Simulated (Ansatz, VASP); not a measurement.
## One calculation of W, two programs

The input INCAR:

```
ALGO = Fast
EDIFF = 1E-6
EDIFFG = -0.02
ENCUT = 600
GGA = RP
IBRION = 2
ISIF = 3
ISMEAR = -1
LASPH = T
LCHARG = F
LREAL = F
LWAVE = F
NELM = 60
NSW = 60
PREC = Accurate
SIGMA = 0.05
```

KPOINTS

```
k-points
0
Gamma
  12 12 12
```

The input POSCAR:

```
W
1.0
   -1.5823450000      1.5823450000      1.5823450000
    1.5823450000     -1.5823450000      1.5823450000
    1.5823450000      1.5823450000     -1.5823450000
W
1
Direct
    0.0000000000      0.0000000000      0.0000000000
```

The input input.yaml:

```yaml
crystal:
  lattice:
    - [-1.582345, 1.582345, 1.582345]
    - [1.582345, -1.582345, 1.582345]
    - [1.582345, 1.582345, -1.582345]
  atoms:
    - { symbol: W, position: [0.0, 0.0, 0.0] }
hamiltonian:
  xc: rpbe
  pseudopotentials: { kind: paw }
kpoints:
  mp_grid: { grid: [12, 12, 12] }
scf:
  occupations: { method: fermi_dirac, width: 0.05 }
output:
  forces: true
  stress: true
relax:
  f_tol: 0.01
  max_steps: 40
  cell: { stress_tol: 0.05 }
```

Alike in both runs: task relaxation of cell and atoms; functional RPBE; k mesh 12 × 12 × 12; occupations fermi-dirac, width 0.05 eV; no spin polarisation.

|  | VASP | Ansatz |
| --- | --- | --- |
| version | VASP 6.6.1 | Ansatz 0.2.0 |
| potentials or method | VASP PAW PBE potentials, release 64 (W_sv) | Ansatz PAW |
| plane-wave cutoff (eV) | 600 | 420 |
| valence electrons in the cell | 14 | 14 |

VASP gave:

```
relaxed volume (Å³/atom)                                     : 16.38
relaxed cell length with the largest relative difference (Å) : 2.771
energy change over the relaxation (meV/atom)                 : -17
```

Question: Estimate Ansatz's values.

Answer: Relaxed volume (Å³/atom): 16.35; relaxed cell length with the largest relative difference (Å): 2.769; energy change over the relaxation (meV/atom): -15.

Caveats: the PAW data sets were made with another functional, which shifts forces and pressure a little (VASP); the plane-wave basis is chosen anew once the cell has moved, so the energies of steps on either side of that aren't comparable (Ansatz); the PAW data sets come from PBE, with cores solved anew for the run's functional, which leaves a small shift of forces and pressure (Ansatz). Spin-orbit coupling is left out, which matters for the levels of W. RPBE and its kin give volumes clearly too large for solids.
